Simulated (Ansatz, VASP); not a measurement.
**AgCl in VASP and in Ansatz**

File INCAR:

```
SYSTEM = AgCl
PREC = Accurate ; ENCUT = 520
EDIFF = 1E-6 ; ISMEAR = 0
SIGMA = 0.1 ; LREAL = .False.
LASPH = .True. ; NELM = 80
ALGO = Fast ; ISIF = 2
LWAVE = .False. ; LCHARG = .False.
GGA = PE ; NBANDS = 26
```

File KPOINTS:

```
regular mesh
0
Gamma
  6 6 6
  0 0 0
```

The input POSCAR:

```
AgCl
1.0
    1.8709097030     -5.5565952358      0.0000000000
    1.8709097030      5.5565952358      0.0000000000
    0.0000000000      0.0000000000      3.9240373500
Ag Cl
2 2
Direct
    0.3965554000      0.6034446000      0.7500000000
    0.6034446000      0.3965554000      0.2500000000
    0.8654487300      0.1345512700      0.2500000000
    0.1345512700      0.8654487300      0.7500000000
```

Input for Ansatz:

```yaml
crystal:
  lattice:
    - [1.870909703, -5.5565952358, 0.0]
    - [1.870909703, 5.5565952358, 0.0]
    - [0.0, 0.0, 3.92403735]
  atoms:
    - { symbol: Ag, position: [0.3965554, 0.6034446, 0.75] }
    - { symbol: Ag, position: [0.6034446, 0.3965554, 0.25] }
    - { symbol: Cl, position: [0.86544873, 0.13455127, 0.25] }
    - { symbol: Cl, position: [0.13455127, 0.86544873, 0.75] }
basis:
  ecutwfc: 420
kpoints:
  mp_grid: { grid: [6, 6, 6] }
hamiltonian:
  xc: pbe
scf:
  occupations: { method: gaussian, width: 0.1 }
output:
  forces: true
  stress: true
  eigenvalues: true
```

Measurements of this composition are mostly on another form, of space group No. 225.

Alike in both runs: task single point; functional PBE; k mesh 6 × 6 × 6; occupations gaussian, width 0.1 eV; no spin polarisation.

|  | VASP | Ansatz |
| --- | --- | --- |
| version | VASP 6.6.1 | Ansatz 0.2.0 |
| potentials or method | VASP PAW PBE potentials, release 64 (Ag, Cl) | scalar-relativistic, plane waves, PAW |
| plane-wave cutoff (eV) | 520 | 420 |
| valence electrons in the cell | 36 | 52 |

```tsv
	VASP	Ansatz	Ansatz less VASP
gap on the k mesh at the Fermi level (eV)	0.46	0.46	0.000
least direct gap on the mesh (eV)	1.96	1.96	-0.001
pressure (GPa)	1.5	1.7	+0.15
largest component of the traceless stress (GPa)	0.11	0.06	-0.043
rms of the force components (eV/Å)	0.006	0.006	+0.0003
```

Atom by atom the forces differ by 0.002 eV/Å (rms over components). The two sets of potentials don't hold the same shells in valence.

A k mesh can miss the band edges. As with any semilocal functional, this PBE gap is likely too small.
